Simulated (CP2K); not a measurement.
# ZnSe (Stilleite) (F-43m) in CP2K: notebook

The runs below take ZnSe (Stilleite) through single point, with PBE.

Program: CP2K 2026.2. These are calculated values, not measurements. Logs are shortened: lines on timing, memory, paths and dates and some standing lists are left out, and cuts for length are marked.

**Measured values to compare with.**

“Alloy Disordering Effects on the Thermal Conductivity and Energy Gap Temperature Dependence of Cd1−xZnxSe Ternary Crystals Grown by the Bridgman Method”, 2023, pmc:10253836 reports, for a bulk crystal of ZnSe at 300 K: band gap 2.695 ± 0.003 eV (an exciton energy, a little under the gap).

How close the calculation comes is told below.

### Step 1. The structure

Symmetry: F-43m, No. 216, cubic system. Conventional cell: a = 5.668 Å, b = 5.668 Å, c = 5.668 Å, α = 90.00°, β = 90.00°, γ = 90.00°. Se (site symmetry -43m) is surrounded by 4 Zn at 2.45 Å. Zn (site symmetry -43m) is surrounded by 4 Se at 2.45 Å.

### Step 2. Single point, PBE

Input file znse_scf.inp:

```
&GLOBAL
  PROJECT znse_scf
  RUN_TYPE ENERGY_FORCE
  PRINT_LEVEL LOW
&END GLOBAL
&FORCE_EVAL
  METHOD QS
  STRESS_TENSOR ANALYTICAL
  &DFT
    BASIS_SET_FILE_NAME BASIS_MOLOPT
    POTENTIAL_FILE_NAME GTH_POTENTIALS
    &MGRID
      CUTOFF 450
      REL_CUTOFF 60
      NGRIDS 5
    &END MGRID
    &QS
      METHOD GPW
      EPS_DEFAULT 1.0E-10
    &END QS
    &KPOINTS
      SCHEME MONKHORST-PACK 8 8 8
      GAMMA_CENTERED T
      SYMMETRY T
      SYMMETRY_BACKEND SPGLIB
    &END KPOINTS
    &SCF
      SCF_GUESS ATOMIC
      EPS_SCF 1.0E-6
      MAX_SCF 100
      ADDED_MOS 10
      CHOLESKY OFF
      EPS_EIGVAL 1.0E-7
      &DIAGONALIZATION ON
        ALGORITHM STANDARD
      &END DIAGONALIZATION
      &MIXING ON
        METHOD BROYDEN_MIXING
        ALPHA 0.4
        BETA 1.5
        NBUFFER 8
      &END MIXING
      &SMEAR ON
        METHOD FERMI_DIRAC
        ELECTRONIC_TEMPERATURE [K] 580.226
      &END SMEAR
    &END SCF
    &XC
      &XC_FUNCTIONAL PBE
      &END XC_FUNCTIONAL
    &END XC
    &PRINT
      &KPOINTS ON
      &END KPOINTS
      &MULLIKEN ON
      &END MULLIKEN
      &MO ON
        ENERGIES T
        OCCUPATION_NUMBERS T
        &EACH
          QS_SCF 0
        &END EACH
        ADD_LAST NUMERIC
      &END MO
      &LOWDIN ON
      &END LOWDIN
      &HIRSHFELD ON
        SHAPE_FUNCTION DENSITY
      &END HIRSHFELD
      &E_DENSITY_CUBE ON
        STRIDE 1
      &END E_DENSITY_CUBE
      &V_HARTREE_CUBE ON
        STRIDE 1
      &END V_HARTREE_CUBE
      &ELF_CUBE ON
        STRIDE 1
      &END ELF_CUBE
    &END PRINT
  &END DFT
  &SUBSYS
    &CELL
      ABC 4.0075983931 4.0075983930 4.0075983931
      ALPHA_BETA_GAMMA 60.0000000006 60.0000000006 60.0000000000
      PERIODIC XYZ
    &END CELL
    &COORD
      SCALED
      Se  0.7500000000 0.7500000000 0.7500000000
      Zn  0.0000000000 0.0000000000 0.0000000000
    &END COORD
    &KIND Se
      BASIS_SET DZVP-MOLOPT-SR-GTH-q6
      POTENTIAL GTH-PBE-q6
    &END KIND
    &KIND Zn
      BASIS_SET DZVP-MOLOPT-SR-GTH-q12
      POTENTIAL GTH-PBE-q12
    &END KIND
    &PRINT
      &ATOMIC_COORDINATES ON
      &END ATOMIC_COORDINATES
      &CELL ON
      &END CELL
    &END PRINT
  &END SUBSYS
  &PRINT
    &FORCES ON
    &END FORCES
    &STRESS_TENSOR ON
    &END STRESS_TENSOR
  &END PRINT
&END FORCE_EVAL
```

Potentials or basis: GTH_POTENTIALS Se GTH-PBE-q6, Zn GTH-PBE-q12; DZVP-MOLOPT-SR-GTH basis.

The run is started by

```
$ OMP_NUM_THREADS=1 cp2k.psmp -i znse_scf.inp -o znse_scf.out
```

znse_scf.out:

```text

 CP2K| version string:                                       CP2K version 2026.2
 CP2K| Input file name                                              znse_scf.inp

 GLOBAL| Force Environment number                                              1
 GLOBAL| Basis set file name                                        BASIS_MOLOPT
 GLOBAL| Potential file name                                      GTH_POTENTIALS
 GLOBAL| MM Potential file name                                     MM_POTENTIAL
 GLOBAL| Coordinate file name                                      __STD_INPUT__
 GLOBAL| Method name                                                        CP2K
 GLOBAL| Project name                                                   znse_scf
 GLOBAL| Run type                                                   ENERGY_FORCE
 GLOBAL| FFT library                                                       FFTW3
[... 8 lines left out ...]
 GLOBAL| CPU model name                                                  UNKNOWN

 CELL| Volume [angstrom^3]:                                            45.513222
 CELL| Vector a [angstrom]:       4.008     0.000     0.000   |a| =     4.007598
 CELL| Vector b [angstrom]:       2.004     3.471     0.000   |b| =     4.007598
 CELL| Vector c [angstrom]:       2.004     1.157     3.272   |c| =     4.007598
 CELL| Angle (b,c), alpha [degree]:                                    60.000000
 CELL| Angle (a,c), beta  [degree]:                                    60.000000
 CELL| Angle (a,b), gamma [degree]:                                    60.000000
 CELL| Numerically orthorhombic:                                              NO
 CELL| Periodicity                                                           XYZ

 CELL_REF| Volume [angstrom^3]:                                        45.513222
 CELL_REF| Vector a [angstrom     4.008     0.000     0.000   |a| =     4.007598
 CELL_REF| Vector b [angstrom     2.004     3.471     0.000   |b| =     4.007598
 CELL_REF| Vector c [angstrom     2.004     1.157     3.272   |c| =     4.007598
 CELL_REF| Angle (b,c), alpha [degree]:                                60.000000
 CELL_REF| Angle (a,c), beta  [degree]:                                60.000000
 CELL_REF| Angle (a,b), gamma [degree]:                                60.000000
 CELL_REF| Numerically orthorhombic:                                          NO
 CELL_REF| Periodicity                                                       XYZ
[... 12 lines left out ...]
                             - Atoms:                                          2
                             - Shell sets:                                     2
                             - Shells:                                        12
                             - Primitive Cartesian functions:                 10
                             - Cartesian basis functions:                     44
                             - Spherical basis functions:                     38

  Maximum angular momentum of the orbital basis functions:                     3

 MODULE QUICKSTEP: ATOMIC COORDINATES IN ANGSTROM

   Atom Kind Element         X             Y             Z       Z(eff)     Mass
      1    1 Se   34      6.011398      3.470682      2.454143   6.0000  78.9600
      2    2 Zn   30      0.000000      0.000000      0.000000  12.0000  65.3800

 SCF PARAMETERS         Density guess:                                    ATOMIC
[... 9 lines left out ...]
                        --------------------------------------------------------
                        level_shift [a.u.]:                             0.000000
                        added MOs                                        10    0
                        --------------------------------------------------------
                        Mixing method:                            BROYDEN_MIXING
[... 11 lines left out ...]
 *******************************************************************************
 BRILLOUIN| K-point scheme                                        Monkhorst-Pack
 BRILLOUIN| K-Point grid                                             8    8    8
 BRILLOUIN| Gamma-centered k-point mesh                                     ON
 BRILLOUIN| K-point symmetry accuracy                               0.100000E-05
 BRILLOUIN| K-Point point group symmetrization                                ON
 BRILLOUIN| Symmetry backend                                             SPGLIB
 BRILLOUIN| Symmetry reduction method                                    SPGLIB
 BRILLOUIN| Wavefunction type                                            COMPLEX
 BRILLOUIN| List of Kpoints [2 Pi/Bohr]                                       29
 BRILLOUIN| Number           Weight            X              Y              Z
 BRILLOUIN|     1           0.01562       -0.37500       -0.37500       -0.37500
 BRILLOUIN|     2           0.04688       -0.37500       -0.37500       -0.25000
 BRILLOUIN|     3           0.04688       -0.37500       -0.37500       -0.12500
 BRILLOUIN|     4           0.01172       -0.37500       -0.37500        0.00000
 BRILLOUIN|     5           0.04688       -0.37500       -0.37500        0.12500
 BRILLOUIN|     6           0.02344       -0.37500       -0.37500        0.25000
[... 21 lines left out ...]
 BRILLOUIN|    28           0.00781        0.00000        0.00000        0.50000
 BRILLOUIN|    29           0.00586        0.00000        0.50000        0.50000
 *******************************************************************************

 Extrapolation method: initial_guess

 Number of electrons:                                                         18
 Number of occupied orbitals:                                                  9
 Number of molecular orbitals:                                                19

 Number of orbital functions:                                                 38
 Number of independent orbital functions:                                     38

 SCF WAVEFUNCTION OPTIMIZATION

  Step     Update method      Time    Convergence         Total energy    Change
  ------------------------------------------------------------------------------
     1 NoMix/Diag. 0.40E+00    1.3     1.58049314       -70.1048063324 -7.01E+01
     2 Broy./Diag. 0.40E+00    1.3     0.03896278       -70.0055145426  9.93E-02
     3 Broy./Diag. 0.40E+00    1.3     0.07928599       -69.9469894071  5.85E-02
     4 Broy./Diag. 0.40E+00    1.3     0.01626686       -69.9623425005 -1.54E-02
     5 Broy./Diag. 0.40E+00    1.3     0.00215845       -70.0116220409 -4.93E-02
     6 Broy./Diag. 0.40E+00    1.3     0.00133074       -70.0144227385 -2.80E-03
     7 Broy./Diag. 0.40E+00    1.3     0.00078468       -70.0063855454  8.04E-03
     8 Broy./Diag. 0.40E+00    1.3     0.00041738       -70.0067889200 -4.03E-04
     9 Broy./Diag. 0.40E+00    1.3     0.00007882       -70.0092248541 -2.44E-03
    10 Broy./Diag. 0.40E+00    1.3     0.00001246       -70.0096110144 -3.86E-04
    11 Broy./Diag. 0.40E+00    1.3     0.00001425       -70.0096228758 -1.19E-05
    12 Broy./Diag. 0.40E+00    1.3     0.00000066       -70.0096372200 -1.43E-05

  *** SCF run converged in    12 steps ***

  Electronic density on regular grids:        -17.9999999792        0.0000000208
  Core density on regular grids:               17.9999999978       -0.0000000022
  Total charge density on r-space grids:        0.0000000185
  Total charge density g-space grids:           0.0000000185

  Overlap energy of the core charge distribution:               0.00000000792228
  Self energy of the core charge distribution:                -99.56286768489818
  Core Hamiltonian energy:                                     29.94640332981736
  Hartree energy:                                              10.71135179284529
  Exchange-correlation energy:                                -11.10452466480170
  Electronic entropic energy:                                  -0.00000000089106
  Fermi energy:                                                 0.13688712515854

  Total energy:                                               -70.00963722000597
  Total energy (extrapolated to T->0):                        -70.00963721956045

 MO| EIGENVALUES AND OCCUPATION NUMBERS FOR K POINT 1
 MO|
 MO|  Index      Eigenvalue [a.u.]        Eigenvalue [eV]             Occupation
 MO|      1              -0.351167              -9.555749               2.000000
 MO|      2              -0.127477              -3.468825               2.000000
 MO|      3              -0.127477              -3.468825               2.000000
 MO|      4              -0.120729              -3.285209               2.000000
 MO|      5              -0.116292              -3.164461               2.000000
 MO|      6              -0.116292              -3.164460               2.000000
[... 11 lines left out ...]
 MO|     18               0.804180              21.882840               0.000000
 MO|     19               0.804180              21.882847               0.000000
 MO| Sum:                                                              18.000000
 MO| E(Fermi):            0.136887 a.u.          3.724888 eV
[... 311 lines left out ...]
 MO|  Index      Eigenvalue [a.u.]        Eigenvalue [eV]             Occupation
 MO|      1              -0.345410              -9.399073               2.000000
 MO|      2              -0.126796              -3.450286               2.000000
 MO|      3              -0.125692              -3.420261               2.000000
 MO|      4              -0.120762              -3.286114               2.000000
 MO|      5              -0.116200              -3.161953               2.000000
 MO|      6              -0.114337              -3.111280               2.000000
[... 11 lines left out ...]
 MO|     18               0.791297              21.532280               0.000000
 MO|     19               0.871610              23.717721               0.000000
 MO| Sum:                                                              18.000000
 MO| E(Fermi):            0.136887 a.u.          3.724888 eV
 MO| Band gap:            0.208280 a.u.          5.667588 eV

 [... the levels of further k-points ...]

 The electron density is written in Cube    file format to the file:

 znse_scf-ELECTRON_DENSITY-1_0.cube

 !-----------------------------------------------------------------------------!
                     Mulliken Population Analysis

 #  Atom  Element  Kind  Atomic population                           Net charge
       1     Se       1          6.050367                             -0.050367
       2     Zn       2         11.949633                              0.050367
 # Total charge                             18.000000                  0.000000

 !-----------------------------------------------------------------------------!

 !-----------------------------------------------------------------------------!
                           Hirshfeld Charges

  #Atom  Element  Kind  Ref Charge     Population                    Net charge
      1       Se     1       6.000          6.208                        -0.208
      2       Zn     2      12.000         11.792                         0.208

  Total Charge                                                           -0.000
 !-----------------------------------------------------------------------------!

 LOWDIN POPULATION ANALYSIS

 #  Atom  Element  Kind  Atomic population                           Net charge
       1     Se       1          4.996853                              1.003147
       2     Zn       2         13.003147                             -1.003147
 # Total charge                             18.000000                  0.000000

               ----- ELF is computed on the real space grid -----

 ELF is written in Cube    file format to the file:

 znse_scf-ELF_S1-1_0.cube

 ENERGY| Total FORCE_EVAL ( QS ) energy [hartree]            -70.009624407215142

 FORCES| Atomic forces [hartree/bohr]
 FORCES|   Atom     x               y               z               |f|
 FORCES|      1 -1.34649050E-05 -7.78464543E-06 -5.48026015E-06   1.64905313E-05
 FORCES|      2  8.98645850E-06  5.19900215E-06  3.65194533E-06   1.10055788E-05
 FORCES| Sum    -4.47844647E-06 -2.58564328E-06 -1.82831482E-06
 FORCES| Total atomic force                                       5.48495843E-06

 STRESS| Analytical stress tensor [bar]
 STRESS|                        x                   y                   z
 STRESS|      x        2.85089906541E+04   9.16346597744E+01   6.47631173511E+01
 STRESS|      y        9.16346597744E+01   2.84031080546E+04   3.73932114735E+01
 STRESS|      z        6.47631173511E+01   3.73932114735E+01   2.83767724449E+04
 STRESS| 1/3 Trace                                             2.84296237179E+04
 STRESS| Determinant                                           2.29775227567E+13

 STRESS| Eigenvectors and eigenvalues of the analytical stress tensor [bar]
 STRESS|                        1                   2                   3
 STRESS| Eigenvalues   2.83502194769E+04   2.83503368750E+04   2.85883148017E+04
 STRESS|      x          -0.467016740493     -0.339283689422      0.816567169430
 STRESS|      y           0.878751835796     -0.075273231504      0.471305794262
 STRESS|      z          -0.098440719140      0.937667594999      0.333300024159
```

Wall time 23 s (1 thread of Arm Neoverse V2, shared host); peak memory 0.27 GiB.

What came out:

| Item | Value |
| --- | --- |
| Free energy | -1905.0588 eV |
| Pressure | 2.8 GPa |
| Band gap on the k mesh | 1.30 eV, direct |
| Mulliken charges | Se -0.05; Zn +0.05 e |
| Hirshfeld charges | Se -0.21; Zn +0.21 e |

Caveat: Mulliken charges move with the basis; the basis of atomic orbitals isn't converged, which shifts pressures, moduli and gaps.

### Step 3. Single point, PBE

Edit znse_scf.inp of step 2 so:

```diff
@@ -93,3 +93,3 @@
       BASIS_SET DZVP-MOLOPT-SR-GTH-q6
-      POTENTIAL GTH-PBE-q6
+      POTENTIAL GTH-PADE-q6
     &END KIND
@@ -97,3 +97,3 @@
       BASIS_SET DZVP-MOLOPT-SR-GTH-q12
-      POTENTIAL GTH-PBE-q12
+      POTENTIAL GTH-PADE-q12
     &END KIND
```

Potentials or basis: GTH_POTENTIALS Se GTH-PADE-q6, Zn GTH-PADE-q12; DZVP-MOLOPT-SR-GTH basis.

The run is started by

```
$ OMP_NUM_THREADS=1 cp2k.psmp -i znse_scf.inp -o znse_scf.out
```

Run time: 23 s. Hardware: 1 thread of Arm Neoverse V2, shared host; peak memory 0.27 GiB.

Results (log left out):

- Free energy: -1911.5999 eV
- Pressure: 1.4 GPa
- Band gap on the k mesh: 1.37 eV, direct
- Mulliken charges: Se +0.07; Zn -0.07 e
- Hirshfeld charges: Se -0.22; Zn +0.22 e

Levels at points of the mesh, in eV from the valence-band top:
```
           k point  band 7  band 8  band 9  band 10  band 11  band 12
(0.00, 0.00, 0.00)    0.00    0.00    0.00     1.37     6.01     6.01
(0.00, 0.00, 0.50)   -5.13   -0.85   -0.85     2.71     6.65     6.65
(0.00, 0.50, 0.50)   -4.69   -2.14   -2.14     3.16     3.78    11.39
```

Caveat: Mulliken charges move with the basis; the potentials were made for another functional, which shifts forces and pressure; the basis of atomic orbitals isn't converged, which shifts pressures, moduli and gaps.

### Step 4. Single point, PBE

Edit znse_scf.inp of step 3 so:

```diff
@@ -93,3 +93,3 @@
       BASIS_SET DZVP-MOLOPT-SR-GTH-q6
-      POTENTIAL GTH-PADE-q6
+      POTENTIAL GTH-BLYP-q6
     &END KIND
@@ -97,3 +97,3 @@
       BASIS_SET DZVP-MOLOPT-SR-GTH-q12
-      POTENTIAL GTH-PADE-q12
+      POTENTIAL GTH-BLYP-q12
     &END KIND
```

Potentials or basis: GTH_POTENTIALS Se GTH-BLYP-q6, Zn GTH-BLYP-q12; DZVP-MOLOPT-SR-GTH basis.

The run is started by

```
$ OMP_NUM_THREADS=1 cp2k.psmp -i znse_scf.inp -o znse_scf.out
```

Run time: 23 s. Hardware: 1 thread of Arm Neoverse V2, shared host; peak memory 0.27 GiB.

Results (log left out):

| Item | Value |
| --- | --- |
| Free energy | -1900.1907 eV |
| Pressure | 2.3 GPa |
| Band gap on the k mesh | 1.22 eV, direct |
| Mulliken charges | Se -0.02; Zn +0.02 e |
| Hirshfeld charges | Se -0.20; Zn +0.20 e |

Levels at points of the mesh, in eV from the valence-band top:
```csv
k point,band 5,band 6,band 7,band 8,band 9,band 10,band 11,band 12,band 13,band 14
"(0.00, 0.00, 0.00)",-6.10,-6.10,0.00,0.00,0.00,1.22,5.79,5.79,5.79,12.42
"(0.00, 0.00, 0.50)",-6.08,-5.94,-5.29,-0.89,-0.89,2.52,6.46,6.46,8.90,13.04
"(0.00, 0.50, 0.50)",-6.04,-5.92,-4.79,-2.22,-2.22,3.00,3.59,11.43,11.50,11.50
```

Caveat: Mulliken charges move with the basis; the potentials were made for another functional, which shifts forces and pressure; the basis of atomic orbitals isn't converged, which shifts pressures, moduli and gaps.

### Step 5. Single point, PBE

Edit znse_scf.inp of step 4 so:

```diff
@@ -10,3 +10,3 @@
     BASIS_SET_FILE_NAME BASIS_MOLOPT
-    POTENTIAL_FILE_NAME GTH_POTENTIALS
+    POTENTIAL_FILE_NAME POTENTIAL_UZH
     &MGRID
@@ -93,3 +93,3 @@
       BASIS_SET DZVP-MOLOPT-SR-GTH-q6
-      POTENTIAL GTH-BLYP-q6
+      POTENTIAL GTH-SCAN-q6
     &END KIND
@@ -97,3 +97,3 @@
       BASIS_SET DZVP-MOLOPT-SR-GTH-q12
-      POTENTIAL GTH-BLYP-q12
+      POTENTIAL GTH-SCAN-q12
     &END KIND
```

Potentials or basis: POTENTIAL_UZH Se GTH-SCAN-q6, Zn GTH-SCAN-q12; DZVP-MOLOPT-SR-GTH basis.

The run is started by

```
$ OMP_NUM_THREADS=1 cp2k.psmp -i znse_scf.inp -o znse_scf.out
```

Run time: 23 s. Hardware: 1 thread of Arm Neoverse V2, shared host; peak memory 0.27 GiB.

It converged, with:

- Free energy: -1916.8101 eV
- Pressure: 2.7 GPa
- Band gap on the k mesh: 1.51 eV, direct
- Mulliken charges: Se -0.18; Zn +0.18 e
- Hirshfeld charges: Se -0.22; Zn +0.22 e

Levels at points of the mesh, in eV from the valence-band top:
```
           k point  band 5  band 6  band 7  band 8  band 9  band 10  band 11  band 12  band 13  band 14
(0.00, 0.00, 0.00)   -6.48   -6.48    0.00    0.00    0.00     1.51     6.03     6.03     6.03    12.41
(0.00, 0.00, 0.50)   -6.46   -6.31   -5.08   -0.84   -0.84     2.79     6.63     6.63     8.95    13.25
(0.00, 0.50, 0.50)   -6.43   -6.29   -4.66   -2.12   -2.12     3.14     3.80    11.49    11.66    11.66
```

Caveat: Mulliken charges move with the basis; the potentials were made for another functional, which shifts forces and pressure; the basis of atomic orbitals isn't converged, which shifts pressures, moduli and gaps.

(Part 1 of 2 ends here.)
